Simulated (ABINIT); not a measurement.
# InP (F-43m) in ABINIT: a series of runs

One crystal, InP, is run at these levels: r2SCAN, BP86+D2, rPW86PBE, PBE; tasks: equation of state.

All numbers are computed with ABINIT 10.8.3 (patched build); they aren't measurements. Logs are shortened: lines on timing, memory, paths and dates and some standing lists are left out, and cuts for length are marked. The log counts tension as positive stress, the text compression.

**The experiment to reproduce.**

From a printed reference work, data compilation, for a bulk crystal of InP: bulk modulus 71 GPa.

How close the calculation comes is told below.

## Step 1: The structure

It takes space group F-43m (No. 216, cubic). Conventional cell: a = 5.861 Å, b = 5.861 Å, c = 5.861 Å, α = 90.00°, β = 90.00°, γ = 90.00°. Around In (site symmetry -43m) lie 4 P at 2.54 Å. P (site symmetry -43m) is surrounded by 4 In at 2.54 Å.

## Step 2: Equation of state, r2SCAN

The input, run.abi:

```
# Datasets: one volume each
ndtset 7
getwfk -1
scalecart1 3*0.9795861087
scalecart2 3*0.9864848297
scalecart3 3*0.9932883884
scalecart4 3*1.0000000000
scalecart5 3*1.0066227096
scalecart6 3*1.0131594038
scalecart7 3*1.0196128224

# Pseudopotentials
pp_dirpath "./"
pseudos "In.LDA_PW-JTH_sp.xml, P.LDA_PW-JTH.xml"

# Structure
acell 3*1.0 Angstrom
rprim
     0.0000000000     2.9305000000     2.9305000000
     2.9305000000     0.0000000000     2.9305000000
     2.9305000000     2.9305000000     0.0000000000
ntypat 2
znucl 49 15
natom 2
typat 1 2
xred
     0.0000000000     0.0000000000     0.0000000000
     0.7500000000     0.7500000000     0.7500000000

# Plane-wave basis
ecut 653.073270 eV
pawecutdg 46.0

# k points
kptopt 1
ngkpt 8 8 8
nshiftk 1
shiftk 0.0 0.0 0.0

# Exchange and correlation
ixc -497498
usekden 1
pawxcdev 0

# Bands and occupations
nband 8
occopt 3
tsmear 0.05 eV

# SCF cycle
nstep 100
tolvrs 1.0e-7

# Output
iomode 3
prtwf 1
prtden 0
prteig 0
prtebands 0
```

Potentials or basis: JTH PAW LDA v2.0 sp.

Started as:

```sh
> abinit run.abi > log 2>&1
```

run.abo:

```text
.Version 10.8.3 of ABINIT
 DATASET    1 : space group F-4 3 m (#216); Bravais cF (face-center cubic)
================================================================================
 Values of the parameters that define the memory need for DATASET  1.
     intxc =       0    ionmov =       0      iscf =      17    lmnmax =      13
     lnmax =       5     mgfft =      36  mpssoang =       3    mqgrid =    3001
     natom =       2  nloc_mem =       2    nspden =       1   nspinor =       1
    nsppol =       1      nsym =      24    n1xccc =       1    ntypat =       2
    occopt =       3   xclevel =       2
       mpw =        1812          nfft =       46656          nkpt =          29
 PAW method is used; the additional fine FFT grid is defined by:
   mgfftf=        48    nfftf =    110592
================================================================================
================================================================================
[... 71 lines left out ...]
 DATASET    7 : space group F-4 3 m (#216); Bravais cF (face-center cubic)
================================================================================
 Values of the parameters that define the memory need for DATASET  7.
     intxc =       0    ionmov =       0      iscf =      17    lmnmax =      13
     lnmax =       5     mgfft =      36  mpssoang =       3    mqgrid =    3001
     natom =       2  nloc_mem =       2    nspden =       1   nspinor =       1
    nsppol =       1      nsym =      24    n1xccc =       1    ntypat =       2
    occopt =       3   xclevel =       2
       mpw =        2035          nfft =       46656          nkpt =          29
 PAW method is used; the additional fine FFT grid is defined by:
   mgfftf=        50    nfftf =    125000
================================================================================
================================================================================

--------------------------------------------------------------------------------
------------- Echo of variables that govern the present computation ------------
--------------------------------------------------------------------------------
 -outvars: echo values of preprocessed input variables --------
            acell      1.8897261259E+00  1.8897261259E+00  1.8897261259E+00 Bohr
              amu      1.14820000E+02  3.09737620E+01
             ecut      2.40000000E+01 Hartree
           getwfk          -1
              ixc     -497498
           jdtset        1    2    3    4    5    6    7
         kptrlatt        8    0    0      0    8    0      0    0    8
          kptrlen1     6.13745323E+01
          kptrlen2     6.18067616E+01
          kptrlen3     6.22330286E+01
          kptrlen4     6.26535348E+01
          kptrlen5     6.30684709E+01
          kptrlen6     6.34780179E+01
          kptrlen7     6.38823474E+01
            natom           2
            nband           8
           ndtset           7
            ngfft          36      36      36
          ngfftdg1         48      48      48
          ngfftdg2         48      48      48
          ngfftdg3         48      48      48
          ngfftdg4         48      48      48
          ngfftdg5         50      50      50
          ngfftdg6         50      50      50
          ngfftdg7         50      50      50
             nkpt          29
            nstep         100
             nsym          24
           ntypat           2
           occopt           3
        pawecutdg      4.60000000E+01 Hartree
         pawxcdev           0
           prtden           0
        prtebands           0
           prteig           0
          prtkden           1
            rprim1     0.0000000000E+00  2.8706770915E+00  2.8706770915E+00
                       2.8706770915E+00  0.0000000000E+00  2.8706770915E+00
                       2.8706770915E+00  2.8706770915E+00  0.0000000000E+00
            rprim2     0.0000000000E+00  2.8908937934E+00  2.8908937934E+00
                       2.8908937934E+00  0.0000000000E+00  2.8908937934E+00
                       2.8908937934E+00  2.8908937934E+00  0.0000000000E+00
            rprim3     0.0000000000E+00  2.9108316222E+00  2.9108316222E+00
                       2.9108316222E+00  0.0000000000E+00  2.9108316222E+00
                       2.9108316222E+00  2.9108316222E+00  0.0000000000E+00
            rprim4     0.0000000000E+00  2.9305000000E+00  2.9305000000E+00
                       2.9305000000E+00  0.0000000000E+00  2.9305000000E+00
                       2.9305000000E+00  2.9305000000E+00  0.0000000000E+00
            rprim5     0.0000000000E+00  2.9499078505E+00  2.9499078505E+00
                       2.9499078505E+00  0.0000000000E+00  2.9499078505E+00
                       2.9499078505E+00  2.9499078505E+00  0.0000000000E+00
            rprim6     0.0000000000E+00  2.9690636328E+00  2.9690636328E+00
                       2.9690636328E+00  0.0000000000E+00  2.9690636328E+00
                       2.9690636328E+00  2.9690636328E+00  0.0000000000E+00
            rprim7     0.0000000000E+00  2.9879753760E+00  2.9879753760E+00
                       2.9879753760E+00  0.0000000000E+00  2.9879753760E+00
                       2.9879753760E+00  2.9879753760E+00  0.0000000000E+00
          spgroup         216
           tolvrs      1.00000000E-07
           tsmear      1.83746611E-03 Hartree
            typat      1  2
          usekden           1
           useylm           1
           xangst1     0.0000000000E+00  0.0000000000E+00  0.0000000000E+00
                       4.3060156373E+00  4.3060156373E+00  4.3060156373E+00
           xangst2     0.0000000000E+00  0.0000000000E+00  0.0000000000E+00
                       4.3363406902E+00  4.3363406902E+00  4.3363406902E+00
           xangst3     0.0000000000E+00  0.0000000000E+00  0.0000000000E+00
                       4.3662474333E+00  4.3662474333E+00  4.3662474333E+00
           xangst4     0.0000000000E+00  0.0000000000E+00  0.0000000000E+00
                       4.3957500000E+00  4.3957500000E+00  4.3957500000E+00
           xangst5     0.0000000000E+00  0.0000000000E+00  0.0000000000E+00
                       4.4248617757E+00  4.4248617757E+00  4.4248617757E+00
           xangst6     0.0000000000E+00  0.0000000000E+00  0.0000000000E+00
                       4.4535954493E+00  4.4535954493E+00  4.4535954493E+00
           xangst7     0.0000000000E+00  0.0000000000E+00  0.0000000000E+00
                       4.4819630641E+00  4.4819630641E+00  4.4819630641E+00
            xcart1     0.0000000000E+00  0.0000000000E+00  0.0000000000E+00
                       8.1371902484E+00  8.1371902484E+00  8.1371902484E+00
            xcart2     0.0000000000E+00  0.0000000000E+00  0.0000000000E+00
                       8.1944962930E+00  8.1944962930E+00  8.1944962930E+00
            xcart3     0.0000000000E+00  0.0000000000E+00  0.0000000000E+00
                       8.2510118469E+00  8.2510118469E+00  8.2510118469E+00
            xcart4     0.0000000000E+00  0.0000000000E+00  0.0000000000E+00
                       8.3067636180E+00  8.3067636180E+00  8.3067636180E+00
            xcart5     0.0000000000E+00  0.0000000000E+00  0.0000000000E+00
                       8.3617769011E+00  8.3617769011E+00  8.3617769011E+00
            xcart6     0.0000000000E+00  0.0000000000E+00  0.0000000000E+00
                       8.4160756747E+00  8.4160756747E+00  8.4160756747E+00
            xcart7     0.0000000000E+00  0.0000000000E+00  0.0000000000E+00
                       8.4696826975E+00  8.4696826975E+00  8.4696826975E+00
             xred      0.0000000000E+00  0.0000000000E+00  0.0000000000E+00
                       7.5000000000E-01  7.5000000000E-01  7.5000000000E-01
            znucl       49.00000   15.00000

================================================================================

 chkinp: Checking input parameters for consistency, jdtset=   1.

 chkinp: Checking input parameters for consistency, jdtset=   2.
[... 36 lines left out ...]
 getcut: wavevector=  0.0000  0.0000  0.0000  ngfft=  48  48  48
         ecut(hartree)=     46.000   => boxcut(ratio)=   2.04927

--- Pseudopotential description ------------------------------------------------
- pspini: atom type   1  psp file is ./In.LDA_PW-JTH_sp.xml
 Pseudopotential format is: paw10
 basis_size (lnmax)=  5 (lmn_size= 13), orbitals=   0   0   1   1   2
 Spheres core radius: rc_sph= 2.90115454
 Shapefunction is SIN type: shapef(r)=[sin(pi*r/rshp)/(pi*r/rshp)]**2
 Radius for shape functions =  2.20905649
 Compensation charge density is not taken into account in XC energy/potential

- pspini: atom type   2  psp file is ./P.LDA_PW-JTH.xml
 Pseudopotential format is: paw10
 basis_size (lnmax)=  4 (lmn_size=  8), orbitals=   0   0   1   1
 Spheres core radius: rc_sph= 1.60765221
 Shapefunction is SIN type: shapef(r)=[sin(pi*r/rshp)/(pi*r/rshp)]**2
 Radius for shape functions =  1.60765221
 Compensation charge density is not taken into account in XC energy/potential

   2.15944404E+02                                ecore*ucvol(ha*bohr**3)
--------------------------------------------------------------------------------

================================================================================

--- !BeginCycle
iteration_state: {dtset: 1, }
solver: {iscf: 17, nstep: 100, nline: 4, wfoptalg: 10, }
tolerances: {tolvrs: 1.00E-07, }
...
[... 1238 lines left out ...]
-Cartesian components of stress tensor (GPa)         [Pressure= -8.9785E-01 GPa]
- sigma(1 1)=  8.97847239E-01  sigma(3 2)=  0.00000000E+00
- sigma(2 2)=  8.97847239E-01  sigma(3 1)=  0.00000000E+00
- sigma(3 3)=  8.97847239E-01  sigma(2 1)=  0.00000000E+00

== END DATASET(S) ==============================================================
================================================================================

 -outvars: echo values of variables after computation  --------
            acell      1.8897261259E+00  1.8897261259E+00  1.8897261259E+00 Bohr
           etotal1     1.3858733994E+01
           etotal2     1.3856734908E+01
           etotal3     1.3855239866E+01
           etotal4     1.3854197139E+01
           etotal5     1.3853557873E+01
           etotal6     1.3853285891E+01
           etotal7     1.3853339778E+01
            fcart1     5.9563083248E-28 -1.9854361083E-28 -1.9854361083E-28
                      -5.9563083248E-28  1.9854361083E-28  1.9854361083E-28
            fcart2     4.9288787136E-29  4.9288787136E-29 -1.4786636141E-28
                      -4.9288787136E-29 -4.9288787136E-29  1.4786636141E-28
            fcart3    -3.7937166132E-28 -3.9466890573E-28  1.1625905750E-27
                       3.7937166132E-28  3.9466890573E-28 -1.1625905750E-27
            fcart4     2.4311320392E-29  2.4311320392E-29 -7.2933961176E-29
                      -2.4311320392E-29 -2.4311320392E-29  7.2933961176E-29
            fcart5     1.9321098290E-28  1.9321098290E-28 -5.7963294871E-28
                      -1.9321098290E-28 -1.9321098290E-28  5.7963294871E-28
[... 38 lines left out ...]
                       0.0000000000E+00  0.0000000000E+00  0.0000000000E+00
           xangst1     0.0000000000E+00  0.0000000000E+00  0.0000000000E+00
                       4.3060156373E+00  4.3060156373E+00  4.3060156373E+00
           xangst2     0.0000000000E+00  0.0000000000E+00  0.0000000000E+00
                       4.3363406902E+00  4.3363406902E+00  4.3363406902E+00
           xangst3     0.0000000000E+00  0.0000000000E+00  0.0000000000E+00
                       4.3662474333E+00  4.3662474333E+00  4.3662474333E+00
           xangst4     0.0000000000E+00  0.0000000000E+00  0.0000000000E+00
                       4.3957500000E+00  4.3957500000E+00  4.3957500000E+00
           xangst5     0.0000000000E+00  0.0000000000E+00  0.0000000000E+00
                       4.4248617757E+00  4.4248617757E+00  4.4248617757E+00
           xangst6     0.0000000000E+00  0.0000000000E+00  0.0000000000E+00
                       4.4535954493E+00  4.4535954493E+00  4.4535954493E+00
           xangst7     0.0000000000E+00  0.0000000000E+00  0.0000000000E+00
                       4.4819630641E+00  4.4819630641E+00  4.4819630641E+00
             xred      0.0000000000E+00  0.0000000000E+00  0.0000000000E+00
                       7.5000000000E-01  7.5000000000E-01  7.5000000000E-01
 Calculation completed.
```

Wall time 3.7 min (1 thread of Arm Neoverse V2, shared host); peak memory 0.2 GiB.

What came out:

```
Equilibrium volume                      : 26.34 Å³/atom
Bulk modulus                            : 72 GPa
Pressure derivative of the bulk modulus : 4.6
```

Energy against volume, from the lowest point:
| volume (Å³/atom) | energy (meV/atom) |
| --- | --- |
| 23.657 | 74.13 |
| 24.160 | 46.93 |
| 24.663 | 26.59 |
| 25.167 | 12.40 |
| 25.670 | 3.70 |
| 26.173 | 0.00 |
| 26.677 | 0.73 |

Caveat: pressures at fixed basis lie under the slope of the energies; the PAW data sets were made with another functional, which shifts forces and pressure a little; this set keeps more shells in the core, which shifts pressures and gaps.

(Part 1 of 2 ends here.)
